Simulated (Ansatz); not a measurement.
Runs of Ansatz 0.2.0 on Sr. It takes space group Fm-3m (No. 225, cubic). Conventional cell: a = 6.085 Å, b = 6.085 Å, c = 6.085 Å, α = 90.00°, β = 90.00°, γ = 90.00°. Sr (site symmetry m-3m) is surrounded by 12 Sr at 4.30 Å. 

```csv
task,level,potentials or basis,spin,cell,k mesh,cutoff (eV),smearing,driver,delta,atoms under strain,other keys,gap on the mesh (eV),pressure (GPa),moment (μB)
electric field gradients,LDA,Ansatz PAW earlier set,off,as given,8 × 8 × 8,350,gaussian 0.1 eV,chain,-,-,-,none,-1.6,-
electric field gradients,LDA,Ansatz PAW earlier set,off,as given,8 × 8 × 8,350,gaussian 0.1 eV,-,-,-,-,none,-1.6,-
ladder of functionals,LDA,PseudoDojo LDA,off,as given,8 × 8 × 8,925,methfessel-paxton 0.025 eV,chain,-,-,-,none,-1.6,-
single point,RPBE+D3(BJ)+ATM,Ansatz PAW,"SOC, no magnetisation",cell strained at random at fixed volume,6 × 6 × 6,420,fermi-dirac 0.1 eV,chain,-,-,basis.ecutrho_ratio = 4,none,-5.1,-
single point,r2SCAN+rVV10,as the typed override names,"non-collinear, program default start, SOC",as given,8 × 8 × 8,500,methfessel-paxton 0.01 eV,calculator,-,-,hamiltonian.pseudopotentials = kind paw_fr; …,-,(a),0.00
projected density of states,PBEsol,Ansatz PAW,"non-collinear, ferromagnetic start, SOC",volume scaled by 1.25,7 × 7 × 7,420,tetrahedron,chain,-,-,basis.ecutrho_ratio = 6; scf.eigensolver.kind = davidson,none,-2.3,0.00
```

Fill in the values left out.

(a) -0.1.

Caveats: the thresholds are loose for stress (some runs); the PAW data sets come from PBE, with cores solved anew for the run's functional, which leaves a small shift of forces and pressure (some runs); the potentials were made for another functional, which shifts forces and pressure (some runs); pairwise dispersion overbinds metals, which lowers pressure and volume (some runs); with tetrahedron occupations forces and stress needn't match the slope of the energy (some runs); the starting moments weren't kept (some runs).

A k mesh can miss the band edges, and rows without SOC leave out spin-orbit coupling on Sr.

A gap of «none» marks a metal or a gap under the smearing width.
